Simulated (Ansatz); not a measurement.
# SnSe: the cost of one run

Method: DFT PBE, scalar-relativistic, plane waves, PAW, in Ansatz 0.2.0.

**1. The system as given**

Symmetry: P6_3mc, No. 186, hexagonal system. Conventional cell: a = 4.456 Å, b = 4.456 Å, c = 7.269 Å, α = 90.00°, β = 90.00°, γ = 120.00°. Sn (site symmetry 3m) has 4 Se at 2.73 Å in its first shell of neighbours. Around Se (site symmetry 3m) lie 4 Sn at 2.73 Å.

Structure file:

```xyz
4
Lattice="4.4562 0.0000 0.0000 -2.2281 3.8592 0.0000 0.0000 0.0000 7.2694" Properties=species:S:1:pos:R:3 pbc="T T T"
Sn    2.2281    1.2864    3.6344
Sn    0.0000    2.5728    7.2691
Se    2.2281    1.2864    6.3674
Se    0.0000    2.5728    2.7326
```

Recipe of the guess: species swapped into a database cell of CdSe (P6_3mc, No. 186), with Sn on the Cd sites. Its size is a rough estimate.

**2. The guess as it stands, on a coarse mesh**

input.yaml

```yaml
crystal:
  lattice:
    - [4.45618299, 0.0, 0.0]
    - [-2.2280915, 3.85916768, 0.0]
    - [0.0, 0.0, 7.26944375]
  atoms:
    - { symbol: Sn, position: [0.66666667, 0.33333333, 0.49995336] }
    - { symbol: Sn, position: [0.33333333, 0.66666667, 0.99995336] }
    - { symbol: Se, position: [0.66666667, 0.33333333, 0.87590665] }
    - { symbol: Se, position: [0.33333333, 0.66666667, 0.37590665] }
basis:
  ecutwfc: 420
kpoints:
  mp_grid: { grid: [6, 6, 4] }
hamiltonian:
  xc: pbe
scf:
  occupations: { method: gaussian, width: 0.1 }
  lower_state_search: "off"
output:
  forces: true
  stress: true
  eigenvalues: true
```

Started as:

```bash
$ ansatz run input.yaml --threads 1 --pin off --max-ram 2560MiB --backend cpu --events-out ev --progress --plain --runs-dir out
```

**Question.** How long does this run take on 1 thread of Intel Xeon 6975P-C (Granite Rapids), shared host, and how much memory does it need?

About 5.5 s, with a peak of 0.42 GiB.
